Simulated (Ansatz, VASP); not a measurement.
Given: the input of a run of VASP 6.6.1 on BN.

POSCAR

```
BN
1.0
    0.0000000000      1.8130010000      1.8130010000
    1.8130010000      0.0000000000      1.8130010000
    1.8130010000      1.8130010000      0.0000000000
N B
1 1
Direct
    0.2500000000      0.2500000000      0.2500000000
    0.0000000000      0.0000000000      0.0000000000
```

File INCAR.step1:

```
SYSTEM = BN
ALGO = Normal
EDIFF = 1E-5
ENCUT = 520
GGA = PE
ISIF = 2
ISMEAR = -1
LASPH = .True.
LCHARG = .False.
LREAL = .False.
LWAVE = .True.
NELM = 80
PREC = Accurate
SIGMA = 0.05
```

INCAR.step2

```
SYSTEM = BN
AEXX = 1.0
AGGAC = 0.0
ALDAC = 0.0
ALGO = Normal
EDIFF = 1E-6
ENCUT = 520
GGA = PE
HFRCUT = -1
ISIF = 2
ISMEAR = -1
ISTART = 1
LASPH = .True.
LCHARG = .False.
LHFCALC = .True.
LREAL = .False.
LWAVE = .False.
NELM = 80
PREC = Accurate
PRECFOCK = Fast
SIGMA = 0.05
```

Contents of KPOINTS:

```
k-points
0
Gamma
  7 7 7
  0 0 0
```

Contents of KPOINTS_OPT:

```
path GXWKGLUWLK,UX
12
line-mode
reciprocal
 0.0000000000  0.0000000000  0.0000000000  G
 0.5000000000  0.0000000000  0.5000000000  X

 0.5000000000  0.0000000000  0.5000000000  X
 0.5000000000  0.2500000000  0.7500000000  W

 0.5000000000  0.2500000000  0.7500000000  W
 0.3750000000  0.3750000000  0.7500000000  K

 0.3750000000  0.3750000000  0.7500000000  K
 0.0000000000  0.0000000000  0.0000000000  G

 0.0000000000  0.0000000000  0.0000000000  G
 0.5000000000  0.5000000000  0.5000000000  L

 0.5000000000  0.5000000000  0.5000000000  L
 0.6250000000  0.2500000000  0.6250000000  U

 0.6250000000  0.2500000000  0.6250000000  U
 0.5000000000  0.2500000000  0.7500000000  W

 0.5000000000  0.2500000000  0.7500000000  W
 0.5000000000  0.5000000000  0.5000000000  L

 0.5000000000  0.5000000000  0.5000000000  L
 0.3750000000  0.3750000000  0.7500000000  K

 0.6250000000  0.2500000000  0.6250000000  U
 0.5000000000  0.0000000000  0.5000000000  X
```

Potentials or basis: VASP PAW PBE potentials, release 64 (N, B).

The run is started by

```sh
$ cat potpaw_PBE.64/N/POTCAR potpaw_PBE.64/B/POTCAR > POTCAR
$ cp INCAR.step1 INCAR
$ mpirun -np 1 vasp_std > vasp.out
$ cp INCAR.step2 INCAR
$ mpirun -np 1 vasp_std > vasp.out
```

Problem. Translate it to Ansatz 0.2.0. Potentials there: Ansatz PAW.

Solution. As run (the cutoff follows the program's own potentials):

File input.yaml:

```yaml
crystal:
  lattice:
    - [0.0, 1.813001, 1.813001]
    - [1.813001, 0.0, 1.813001]
    - [1.813001, 1.813001, 0.0]
  atoms:
    - { symbol: "N", position: [0.25, 0.25, 0.25] }
    - { symbol: B, position: [0.0, 0.0, 0.0] }
hamiltonian:
  xc: hf
  pseudopotentials: { kind: paw }
kpoints:
  mp_grid: { grid: [7, 7, 7] }
  band_path:
    path:
      - [[0.0, 0.0, 0.0], [0.5, 0.0, 0.5], [0.5, 0.25, 0.75], [0.375, 0.375, 0.75], [0.0, 0.0, 0.0], [0.5, 0.5, 0.5], [0.625, 0.25, 0.625], [0.5, 0.25, 0.75], [0.5, 0.5, 0.5], [0.375, 0.375, 0.75]]
      - [[0.625, 0.25, 0.625], [0.5, 0.0, 0.5]]
    npoints: 4
scf:
  occupations: { method: fermi_dirac, width: 0.05 }
  n_extra_bands: 6
output:
  forces: true
  stress: true
  eigenvalues: true
  fatbands: false
```

Potentials or basis: Ansatz PAW.

Launch:

```bash
$ ansatz run input.yaml --threads 2 --pin off --max-ram 5632MiB --backend cpu --events-out ev --progress --plain --runs-dir out
```

Both were run:

|  | VASP | Ansatz | Ansatz less VASP |
| --- | --- | --- | --- |
| gap on the k mesh at the Fermi level (eV) | 14.01 | 14.02 | +0.008 |
| least direct gap on the mesh (eV) | 19.32 | 19.35 | +0.024 |
| gap along the band path (eV) | 13.69 | 13.70 | +0.008 |
| pressure (GPa) | -8.8 | -9.3 | -0.44 |

Caveats: the k mesh is coarse (spacing up to 0.43 Å⁻¹), so the values aren't converged, least of all with exact exchange; the PAW data sets were made with another functional, which shifts forces and pressure a little (VASP); the pressure holds a Pulay correction of +0.5 GPa for the finite cutoff (Ansatz); the PAW data sets come from PBE, with cores solved anew for the run's functional, which leaves a small shift of forces and pressure (Ansatz); the thresholds are loose for stress (Ansatz).
